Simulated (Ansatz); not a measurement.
# Gap against strain: armchair graphene nanoribbon (N = 13, H edges)

**Method.** Ansatz 0.2.0, plane waves with PAW datasets, PBE, Fermi-Dirac smearing of 0.05 eV, no spin-orbit coupling. The period is scaled from its relaxed value of 4.287 Å and the atoms relax, within the symmetry of the start, at each strain ε (in %); gaps, in eV, are read on a band path.

```tsv
period (Å)	energy (eV a cell)	place of the conduction minimum (Γ = 0, Z = 1)	ε	gap
4.115	+1.184	0.00	−4	0.7344
4.201	+0.287	0.00	−2	0.9375
4.287	0.000	0.00	0	0.8687
4.373	+0.269	0.00	2	0.6396
4.458	+1.038	0.00	4	0.4115
```

One run is withheld: period (Å) = 4.544, with ε = 6. Fit a straight line gap = a + b × ε to the 5 rows shown and predict it.

**Fit.** The means are 0 for ε and 0.7184 for gap. The sum of products of deviations is −1.888 and the sum of squares in ε is 40, so b = −1.888 / 40 = −0.04719 and a = 0.7184 − (−0.04719) × 0 = 0.7184. The residuals' standard deviation, with 3 degrees of freedom, is σ = 0.17.

**Prediction.** gap = 0.7184 + (−0.04719) × 6 = 0.4352. The run gave 0.1666, so the prediction less the run is +0.27. The standard error of a prediction there, σ√(1 + 1/5 + (6 − 0)²/40), is 0.24, and the miss is 1.1 times that, for a point outside the fitted range. With so few rows σ is itself uncertain. The slope is only 1.8 times its own standard error, so the line says little more than the mean does.

The gap does not move one way: it turns somewhere between ε = -4 and 0 %, and the true extreme can lie between the rows, beyond the values shown.

**Limits.** Kohn-Sham gaps of a wire among periodic images, which in a check on one flat ribbon (7 Å apart) lowered the gap by 0.2 eV and flattened the slope; the slope b × 100 is a mean deformation potential of the gap, in eV per unit strain. Between neighbouring runs it lies between −12.2 and 10.2 eV, so a bend, a kink or scatter between runs makes one line a rough account. The unstrained row comes from a denser mesh than the others, which shifts its energy a little. Series of this kind are told only where this holds: a gap at every strain (compound wires with polar facets were set aside first). 88 of 101 did.

[Logs are printed without paths, hosts, clocks, repeated set-up lines and the standing remarks that a program may print on its own settings, such as how far it seeks lower states.]
